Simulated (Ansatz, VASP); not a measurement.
**Rb in VASP and in Ansatz**

Contents of INCAR:

```
SYSTEM = Rb
  PREC = Accurate
  ENCUT = 520
  EDIFF = 1E-6
  ISMEAR = 0
  SIGMA = 0.15
  LREAL = .FALSE.
  LASPH = .TRUE.
  NELM = 80
  ALGO = Fast
  ISIF = 2
  LWAVE = .FALSE.
  LCHARG = .FALSE.
  GGA = PE
  NBANDS = 10
```

KPOINTS

```
regular mesh
0
G
  12 12 12
  0 0 0
```

POSCAR

```
Rb
1.0
   -2.7639100000      2.7639100000      2.7218200000
    2.7639100000     -2.7639100000      2.7218200000
    2.7639100000      2.7639100000     -2.7218200000
Rb
1
Direct
    0.0000000000      0.0000000000      0.0000000000
```

Input for Ansatz:

```yaml
crystal:
  lattice:
    - [-2.76391, 2.76391, 2.72182]
    - [2.76391, -2.76391, 2.72182]
    - [2.76391, 2.76391, -2.72182]
  atoms:
    - { symbol: Rb, position: [0.0, 0.0, 0.0] }
basis:
  ecutwfc: 420
kpoints:
  mp_grid: { grid: [12, 12, 12] }
hamiltonian:
  xc: pbe
scf:
  occupations: { method: gaussian, width: 0.15 }
output:
  forces: true
  stress: true
  eigenvalues: true
```

Change from the starting cell: strain -0.015 along x and y, -0.030 along z, atoms carried along.

Alike in both runs: task single point; functional PBE; k mesh 12 × 12 × 12; occupations gaussian, width 0.15 eV; no spin polarisation.

```csv
,VASP,Ansatz
version,VASP 6.6.1,Ansatz 0.2.0
potentials or method,"VASP PAW PBE potentials, release 64 (Rb_sv)","scalar-relativistic, plane waves, PAW"
plane-wave cutoff (eV),520,420
valence electrons in the cell,9,9
```

|  | VASP | Ansatz | Ansatz less VASP |
| --- | --- | --- | --- |
| gap on the k mesh at the Fermi level (eV) | none | none | - |
| pressure (GPa) | 0.3 | 0.3 | 0.00 |

A gap of «none» marks a metal or a gap that the smearing closes.
